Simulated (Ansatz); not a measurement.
Set up this calculation in Ansatz 0.2.0, as the native input.

```yaml
Task: band structure
Functional: RPBE
Potentials_or_basis: all-electron LAPW, scalar-relativistic
Cutoff: 250 eV (chosen from the basis error)
Basis_error_allowed: 0.001 eV/atom
k_mesh: 8 × 8 × 8
Occupations: fermi-dirac, width 0.05 eV
Spin: no spin polarisation
```

The system is InPd.

```
CELL_PARAMETERS angstrom
3.27188 0.00000 0.00000
0.00000 3.27188 0.00000
0.00000 0.00000 3.27188
ATOMIC_POSITIONS crystal
In 0.00000 0.00000 0.00000
Pd 0.50000 0.50000 0.50000
```

The cell comes from a database or a generator and needn't be the stable form of this composition.

One way to write it, as run:

input.yaml

```yaml
crystal:
  lattice:
    - [3.27188478, 0.0, 0.0]
    - [0.0, 3.27188478, 0.0]
    - [0.0, 0.0, 3.27188478]
  atoms:
    - { symbol: In, position: [0.0, 0.0, 0.0] }
    - { symbol: Pd, position: [0.5, 0.5, 0.5] }
kpoints:
  mp_grid: { grid: [8, 8, 8] }
  band_path:
    path:
      - [0.0, 0.0, 0.0]
      - [0.0, 0.5, 0.0]
      - [0.5, 0.5, 0.0]
      - [0.0, 0.0, 0.0]
      - [0.5, 0.5, 0.5]
      - [0.0, 0.5, 0.0]
    npoints: 10
scf:
  occupations: { method: fermi_dirac, width: 0.05 }
hamiltonian:
  xc: rpbe
  pseudopotentials: { kind: all_electron, lapw: { basis_error: 0.001 } }
output:
  forces: true
  stress: true
  eigenvalues: true
```

Potentials or basis: all-electron LAPW, scalar-relativistic.

Run with:

```bash
$ ansatz run input.yaml --threads 1 --pin off --max-ram 3072MiB --backend cpu --events-out ev --progress --plain --runs-dir out
```

It gave:

```
Pressure                : 7.1 GPa
Band gap along the path : none (metal or under the smearing width)
```

Caveat: spin-orbit coupling is left out, which moves the levels of the heavy elements.

It took 21 s on 1 thread of Intel(R) Xeon(R) Platinum 8259CL CPU @ 2.50GHz (Skylake/Cascade Lake) (shared host), peak memory 0.38 GiB.
